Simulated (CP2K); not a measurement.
# CuO (Tenorite) (Cc) in CP2K: equation of state

How stiff is CuO (Tenorite) in PBEsol, and what volume does it want? The cell is scaled to several volumes.

Everything below comes from runs of CP2K 2026.2. Logs are shortened: lines on timing, memory, paths and dates and some standing lists are left out, and cuts for length are marked.

**1. The structure**

Symmetry: Cc, No. 9, monoclinic system. Conventional cell: a = 4.689 Å, b = 3.427 Å, c = 5.132 Å, α = 90.00°, β = 99.65°, γ = 90.00°. Around Cu (site symmetry 1) lie 4 O at 1.91 to 2.02 Å. Around O (site symmetry 1) lie 4 Cu at 1.91 to 2.02 Å.

**2. Single point, PBEsol, 10.16 Å³/atom**

The input, cuo_eos.inp:

```
&GLOBAL
  PROJECT cuo_eos
  RUN_TYPE ENERGY_FORCE
  PRINT_LEVEL LOW
&END GLOBAL
&FORCE_EVAL
  METHOD QS
  STRESS_TENSOR ANALYTICAL
  &DFT
    BASIS_SET_FILE_NAME BASIS_MOLOPT_UZH
    POTENTIAL_FILE_NAME POTENTIAL_UZH
    &MGRID
      CUTOFF 600
      REL_CUTOFF 60
      NGRIDS 4
    &END MGRID
    &QS
      METHOD GPW
      EPS_DEFAULT 1.0E-10
    &END QS
    &KPOINTS
      SCHEME MONKHORST-PACK 10 10 5
      GAMMA_CENTERED T
      SYMMETRY T
      SYMMETRY_BACKEND SPGLIB
    &END KPOINTS
    &SCF
      SCF_GUESS ATOMIC
      EPS_SCF 1.0E-6
      MAX_SCF 100
      ADDED_MOS 20
      CHOLESKY OFF
      EPS_EIGVAL 1.0E-7
      &DIAGONALIZATION ON
        ALGORITHM STANDARD
      &END DIAGONALIZATION
      &MIXING ON
        METHOD BROYDEN_MIXING
        ALPHA 0.4
        BETA 1.5
        NBUFFER 8
      &END MIXING
      &SMEAR ON
        METHOD FERMI_DIRAC
        ELECTRONIC_TEMPERATURE [K] 580.226
      &END SMEAR
    &END SCF
    &XC
      &XC_FUNCTIONAL
        &GGA_X_PBE_SOL
        &END GGA_X_PBE_SOL
        &GGA_C_PBE_SOL
        &END GGA_C_PBE_SOL
      &END XC_FUNCTIONAL
    &END XC
    &PRINT
      &KPOINTS ON
      &END KPOINTS
      &MULLIKEN ON
      &END MULLIKEN
      &MO ON
        ENERGIES T
        OCCUPATION_NUMBERS T
        &EACH
          QS_SCF 0
        &END EACH
        ADD_LAST NUMERIC
      &END MO
    &END PRINT
  &END DFT
  &SUBSYS
    &CELL
      A 2.9039840190 0.0000000000 0.0000000000
      B 0.8821136913 2.7667668167 0.0000000000
      C -0.6948036751 -0.5077417171 5.0594363927
      PERIODIC XYZ
    &END CELL
    &COORD
      SCALED
      Cu  0.4968000000 0.0032000000 0.5000000000
      Cu  0.0032000000 0.4968000000 0.0000000000
      O   0.4056000000 0.5714000000 0.7537000000
      O   0.5714000000 0.4056000000 0.2537000000
    &END COORD
    &KIND Cu
      BASIS_SET TZVP-MOLOPT-PBE-GTH-q11
      POTENTIAL GTH-PBE-q11
    &END KIND
    &KIND O
      BASIS_SET TZVP-MOLOPT-PBE-GTH-q6
      POTENTIAL GTH-PBE-q6
    &END KIND
    &PRINT
      &ATOMIC_COORDINATES ON
      &END ATOMIC_COORDINATES
      &CELL ON
      &END CELL
    &END PRINT
  &END SUBSYS
  &PRINT
    &FORCES ON
    &END FORCES
    &STRESS_TENSOR ON
    &END STRESS_TENSOR
  &END PRINT
&END FORCE_EVAL
```

Potentials or basis: POTENTIAL_UZH Cu GTH-PBE-q11, O GTH-PBE-q6; TZVP-MOLOPT-PBE-GTH basis.

Command:

```
> OMP_NUM_THREADS=1 mpirun -n 4 cp2k.psmp -i cuo_eos.inp -o cuo_eos.out
```

cuo_eos.out:

```text

 CP2K| version string:                                       CP2K version 2026.2
 CP2K| Input file name                                               cuo_eos.inp

 GLOBAL| Force Environment number                                              1
 GLOBAL| Basis set file name                                    BASIS_MOLOPT_UZH
 GLOBAL| Potential file name                                       POTENTIAL_UZH
 GLOBAL| MM Potential file name                                     MM_POTENTIAL
 GLOBAL| Coordinate file name                                      __STD_INPUT__
 GLOBAL| Method name                                                        CP2K
 GLOBAL| Project name                                                    cuo_eos
 GLOBAL| Run type                                                   ENERGY_FORCE
 GLOBAL| FFT library                                                       FFTW3
 GLOBAL| Diagonalization library                                       ScaLAPACK
 GLOBAL| Cholesky decomposition library                                ScaLAPACK
 GLOBAL| DGEMM library                                                      BLAS
 GLOBAL| Direct generalized diagonalization requested                          F
 GLOBAL| Matrix multiplication library                                 ScaLAPACK
 GLOBAL| Global print level                                                  LOW
 GLOBAL| Total number of message passing processes                             4
 GLOBAL| Number of threads for this process                                    1
 GLOBAL| CPU model name                                                  UNKNOWN

 CELL| Volume [angstrom^3]:                                            40.650784
 CELL| Vector a [angstrom]:       2.904     0.000     0.000   |a| =     2.903984
 CELL| Vector b [angstrom]:       0.882     2.767     0.000   |b| =     2.903984
 CELL| Vector c [angstrom]:      -0.695    -0.508     5.059   |c| =     5.132100
 CELL| Angle (b,c), alpha [degree]:                                    97.780819
 CELL| Angle (a,c), beta  [degree]:                                    97.780819
 CELL| Angle (a,b), gamma [degree]:                                    72.316432
 CELL| Numerically orthorhombic:                                              NO
 CELL| Periodicity                                                           XYZ

 CELL_REF| Volume [angstrom^3]:                                        40.650784
 CELL_REF| Vector a [angstrom     2.904     0.000     0.000   |a| =     2.903984
 CELL_REF| Vector b [angstrom     0.882     2.767     0.000   |b| =     2.903984
 CELL_REF| Vector c [angstrom    -0.695    -0.508     5.059   |c| =     5.132100
 CELL_REF| Angle (b,c), alpha [degree]:                                97.780819
 CELL_REF| Angle (a,c), beta  [degree]:                                97.780819
 CELL_REF| Angle (a,b), gamma [degree]:                                72.316432
 CELL_REF| Numerically orthorhombic:                                          NO
 CELL_REF| Periodicity                                                       XYZ
[... 9 lines left out ...]
 TOTAL NUMBERS AND MAXIMUM NUMBERS

  Total number of            - Atomic kinds:                                   2
                             - Atoms:                                          4
                             - Shell sets:                                     4
                             - Shells:                                        34
                             - Primitive Cartesian functions:                 22
                             - Cartesian basis functions:                    116
                             - Spherical basis functions:                    102

  Maximum angular momentum of- Orbital basis functions:                        3
                             - Local part of the GTH pseudopotential:          2
                             - Non-local part of the GTH pseudopotential:      4

 MODULE QUICKSTEP: ATOMIC COORDINATES IN ANGSTROM

   Atom Kind Element         X             Y             Z       Z(eff)     Mass
      1    1 Cu   29      1.098120     -0.245017      2.529718  11.0000  63.5460
      2    1 Cu   29      0.447527      1.374530      0.000000  11.0000  63.5460
      3    2 O     8      1.158222      1.198246      3.813297   6.0000  15.9994
      4    2 O     8      1.840850      0.993387      1.283579   6.0000  15.9994

 SCF PARAMETERS         Density guess:                                    ATOMIC
                        --------------------------------------------------------
                        max_scf:                                             100
[... 7 lines left out ...]
                        --------------------------------------------------------
                        level_shift [a.u.]:                             0.000000
[... 13 lines left out ...]
                                    Kpoints
 *******************************************************************************
 BRILLOUIN| K-point scheme                                        Monkhorst-Pack
 BRILLOUIN| K-Point grid                                            10   10    5
 BRILLOUIN| Gamma-centered k-point mesh                                     ON
 BRILLOUIN| K-point symmetry accuracy                               0.100000E-05
 BRILLOUIN| K-Point point group symmetrization                                ON
 BRILLOUIN| Symmetry backend                                             SPGLIB
 BRILLOUIN| Symmetry reduction method                                    SPGLIB
 BRILLOUIN| Wavefunction type                                            COMPLEX
 BRILLOUIN| List of Kpoints [2 Pi/Bohr]                                      141
 BRILLOUIN| Number           Weight            X              Y              Z
 BRILLOUIN|     1           0.00400       -0.40000       -0.40000       -0.40000
 BRILLOUIN|     2           0.00400       -0.40000       -0.40000       -0.20000
 BRILLOUIN|     3           0.00400       -0.40000       -0.40000        0.00000
 BRILLOUIN|     4           0.00400       -0.40000       -0.40000        0.20000
 BRILLOUIN|     5           0.00400       -0.40000       -0.40000        0.40000
 BRILLOUIN|     6           0.00800       -0.40000       -0.30000       -0.40000
[... 32 lines left out ...]
 BRILLOUIN|    39           0.00800       -0.40000        0.30000        0.20000
 BRILLOUIN|    40           0.00800       -0.40000        0.30000        0.40000
 [... further k-points ...]
 *******************************************************************************

 Extrapolation method: initial_guess

 Number of electrons:                                                         34
 Number of occupied orbitals:                                                 17
 Number of molecular orbitals:                                                37

 Number of orbital functions:                                                102
 Number of independent orbital functions:                                    102

 SCF WAVEFUNCTION OPTIMIZATION

  Step     Update method      Time    Convergence         Total energy    Change
  ------------------------------------------------------------------------------
     1 NoMix/Diag. 0.40E+00    6.1     1.50140604      -127.3546553144 -1.27E+02
     2 Broy./Diag. 0.40E+00    5.2     0.09747319      -124.7509276326  2.60E+00
     3 Broy./Diag. 0.40E+00    5.1     0.04645022      -126.5070216562 -1.76E+00
     4 Broy./Diag. 0.40E+00    5.2     0.00584569      -127.3018625296 -7.95E-01
     5 Broy./Diag. 0.40E+00    5.2     0.00623362      -127.2722051075  2.97E-02
     6 Broy./Diag. 0.40E+00    5.3     0.00336717      -127.2315523281  4.07E-02
     7 Broy./Diag. 0.40E+00    5.3     0.00159997      -127.2491166496 -1.76E-02
     8 Broy./Diag. 0.40E+00    5.1     0.00048134      -127.2558045685 -6.69E-03
     9 Broy./Diag. 0.40E+00    5.3     0.00007230      -127.2565124068 -7.08E-04
    10 Broy./Diag. 0.40E+00    5.1     0.00006179      -127.2566364224 -1.24E-04
    11 Broy./Diag. 0.40E+00    5.0     0.00000897      -127.2566981266 -6.17E-05
    12 Broy./Diag. 0.40E+00    5.2     0.00000824      -127.2566682023  2.99E-05
    13 Broy./Diag. 0.40E+00    5.1     0.00000136      -127.2566677099  4.92E-07
    14 Broy./Diag. 0.40E+00    4.9     0.00000060      -127.2566674349  2.75E-07

  *** SCF run converged in    14 steps ***

  Electronic density on regular grids:        -33.9999999678        0.0000000322
  Core density on regular grids:               33.9999999972       -0.0000000028
  Total charge density on r-space grids:        0.0000000294
  Total charge density g-space grids:           0.0000000294

  Overlap energy of the core charge distribution:               0.00000004019496
  Self energy of the core charge distribution:               -212.41984136823689
  Core Hamiltonian energy:                                     67.70812825913541
  Hartree energy:                                              39.46405016498120
  Exchange-correlation energy:                                -22.00831526533397
  Electronic entropic energy:                                  -0.00068926493239
  Fermi energy:                                                 0.21147993740669

  Total energy:                                              -127.25666743487186
  Total energy (extrapolated to T->0):                       -127.25632280240566

 MO| EIGENVALUES AND OCCUPATION NUMBERS FOR K POINT 1
 MO|
 MO|  Index      Eigenvalue [a.u.]        Eigenvalue [eV]             Occupation
 MO|      1              -0.476772             -12.973633               2.000000
 MO|      2              -0.474476             -12.911157               2.000000
 MO|      3              -0.043014              -1.170477               2.000000
 MO|      4              -0.038170              -1.038671               2.000000
 MO|      5              -0.003890              -0.105861               2.000000
 MO|      6               0.003324               0.090462               2.000000
[... 588 lines left out ...]
 MO|     36               1.359078              36.982396               0.000000
 MO|     37               1.409300              38.349015               0.000000
 MO| Sum:                                                              34.000000
 MO| E(Fermi):            0.211480 a.u.          5.754662 eV

 [... the levels of further k-points ...]

 !-----------------------------------------------------------------------------!
                     Mulliken Population Analysis

 #  Atom  Element  Kind  Atomic population                           Net charge
       1     Cu       1         10.206560                              0.793440
       2     Cu       1         10.206543                              0.793457
       3     O        2          6.793449                             -0.793449
       4     O        2          6.793448                             -0.793448
 # Total charge                             34.000000                  0.000000

 !-----------------------------------------------------------------------------!

 ENERGY| Total FORCE_EVAL ( QS ) energy [hartree]           -127.256662350433260

 FORCES| Atomic forces [hartree/bohr]
 FORCES|   Atom     x               y               z               |f|
 FORCES|      1 -6.26305602E-03 -1.34667902E-02  5.00740531E-03   1.56733665E-02
 FORCES|      2 -1.47001179E-02 -1.84410673E-03  5.04853750E-03   1.56518985E-02
 FORCES|      3  1.36146687E-02  3.27804959E-03 -4.85771125E-03   1.48223537E-02
 FORCES|      4  7.38544454E-03  1.18230527E-02 -5.22376901E-03   1.48868105E-02
 FORCES| Sum     3.69392267E-05 -2.09794639E-04 -2.55374480E-05
 FORCES| Total atomic force                                       2.14547100E-04

 STRESS| Analytical stress tensor [bar]
 STRESS|                        x                   y                   z
 STRESS|      x        1.35583832871E+04  -8.17674997810E+03  -1.43572390440E+04
 STRESS|      y       -8.17674997810E+03   1.87709367987E+04  -1.04780856546E+04
 STRESS|      z       -1.43572390440E+04  -1.04780856546E+04   3.01603169893E+03
 STRESS| 1/3 Trace                                             1.17817839282E+04
 STRESS| Determinant                                          -7.25205789821E+12

 STRESS| Eigenvectors and eigenvalues of the analytical stress tensor [bar]
 STRESS|                        1                   2                   3
 STRESS| Eigenvalues  -1.26208979992E+04   2.32194784716E+04   2.47467713124E+04
 STRESS|      x           0.533426666778      0.603165118666     -0.592999014160
 STRESS|      y           0.389549914599      0.447114330927      0.805195404306
 STRESS|      z           0.750804139044     -0.660515415947      0.003539786749
```

It took 83 s on 4 MPI ranks of Arm Neoverse V1, shared host.

Results:

| Quantity | Value |
| --- | --- |
| Free energy | -3462.8299 eV |
| Pressure | 1.2 GPa |
| Largest force | 0.806 eV/Å |
| Band gap on the k mesh | none (metal or under the smearing width) |
| Mulliken charges | Cu +0.79; O -0.79 e |

Caveat: Mulliken charges move with the basis; the potentials were made for another functional, which shifts forces and pressure; the basis of atomic orbitals isn't converged, which shifts pressures, moduli and gaps; the run has no spin polarisation, though such a crystal can be magnetic; semilocal functionals often make such compounds metallic where correlation or magnetic order opens a gap, which also shifts bond lengths.

**3. Single point, PBEsol, 9.96 Å³/atom (volume scaled by 0.98)**

cuo_eos.inp: that of step 2 with these lines changed.

```diff
@@ -11,2 +11,3 @@
     POTENTIAL_FILE_NAME POTENTIAL_UZH
+    WFN_RESTART_FILE_NAME previous-RESTART.kp
     &MGRID
@@ -27,3 +28,3 @@
     &SCF
-      SCF_GUESS ATOMIC
+      SCF_GUESS RESTART
       EPS_SCF 1.0E-6
@@ -72,5 +73,5 @@
     &CELL
-      A 2.9039840190 0.0000000000 0.0000000000
-      B 0.8821136913 2.7667668167 0.0000000000
-      C -0.6948036751 -0.5077417171 5.0594363927
+      A 2.8844936061 0.0000000000 0.0000000000
+      B 0.8761932868 2.7481973524 0.0000000000
+      C -0.6901404227 -0.5043339519 5.0254794206
       PERIODIC XYZ
```

Potentials or basis: POTENTIAL_UZH Cu GTH-PBE-q11, O GTH-PBE-q6; TZVP-MOLOPT-PBE-GTH basis.

Command:

```
> OMP_NUM_THREADS=1 mpirun -n 4 cp2k.psmp -i cuo_eos.inp -o cuo_eos.out
```

It took 62 s on 4 MPI ranks of Arm Neoverse V1, shared host.

The run converged. Its results:

```
Free energy            : -3462.8140 eV
Pressure               : 5.2 GPa
Largest force          : 0.875 eV/Å
Band gap on the k mesh : none (metal or under the smearing width)
Mulliken charges       : Cu +0.79; O -0.79 e
```

Caveat: Mulliken charges move with the basis; the potentials were made for another functional, which shifts forces and pressure; the basis of atomic orbitals isn't converged, which shifts pressures, moduli and gaps; the run has no spin polarisation, though such a crystal can be magnetic; semilocal functionals often make such compounds metallic where correlation or magnetic order opens a gap, which also shifts bond lengths.

**4. Single point, PBEsol, 10.37 Å³/atom (volume scaled by 1.02)**

cuo_eos.inp: that of step 3 with these lines changed.

```diff
@@ -73,5 +73,5 @@
     &CELL
-      A 2.8844936061 0.0000000000 0.0000000000
-      B 0.8761932868 2.7481973524 0.0000000000
-      C -0.6901404227 -0.5043339519 5.0254794206
+      A 2.9232162617 0.0000000000 0.0000000000
+      B 0.8879556741 2.7850903097 0.0000000000
+      C -0.6994051580 -0.5111043430 5.0929435705
       PERIODIC XYZ
```

Command:

```
> OMP_NUM_THREADS=1 mpirun -n 4 cp2k.psmp -i cuo_eos.inp -o cuo_eos.out
```

Run time: 60 s. Hardware: 4 MPI ranks of Arm Neoverse V1, shared host.

Results (log left out):

| Quantity | Value |
| --- | --- |
| Free energy | -3462.8260 eV |
| Pressure | -2.4 GPa |
| Band gap on the k mesh | none (metal or under the smearing width) |
| Mulliken charges | Cu +0.80; O -0.80 e |

Caveat: the forces don't sum to zero, a sign of grid noise; Mulliken charges move with the basis; the potentials were made for another functional, which shifts forces and pressure; the basis of atomic orbitals isn't converged, which shifts pressures, moduli and gaps; the run has no spin polarisation, though such a crystal can be magnetic; semilocal functionals often make such compounds metallic where correlation or magnetic order opens a gap, which also shifts bond lengths.

**5. Single point, PBEsol, 9.76 Å³/atom (volume scaled by 0.96)**

cuo_eos.inp: that of step 4 with these lines changed.

```diff
@@ -73,5 +73,5 @@
     &CELL
-      A 2.9232162617 0.0000000000 0.0000000000
-      B 0.8879556741 2.7850903097 0.0000000000
-      C -0.6994051580 -0.5111043430 5.0929435705
+      A 2.8647361805 0.0000000000 0.0000000000
+      B 0.8701917746 2.7293734921 0.0000000000
+      C -0.6854132851 -0.5008795013 4.9910572484
       PERIODIC XYZ
```

Command:

```
> OMP_NUM_THREADS=1 mpirun -n 4 cp2k.psmp -i cuo_eos.inp -o cuo_eos.out
```

Run time: 69 s. Hardware: 4 MPI ranks of Arm Neoverse V1, shared host.

Results (log left out):

- Free energy: -3462.7766 eV
- Pressure: 9.6 GPa
- Largest force: 0.948 eV/Å
- Band gap on the k mesh: none (metal or under the smearing width)
- Mulliken charges: Cu +0.78; O -0.78 e

Caveat: Mulliken charges move with the basis; the potentials were made for another functional, which shifts forces and pressure; the basis of atomic orbitals isn't converged, which shifts pressures, moduli and gaps; the run has no spin polarisation, though such a crystal can be magnetic; semilocal functionals often make such compounds metallic where correlation or magnetic order opens a gap, which also shifts bond lengths.

(Part 1 of 2 ends here.)
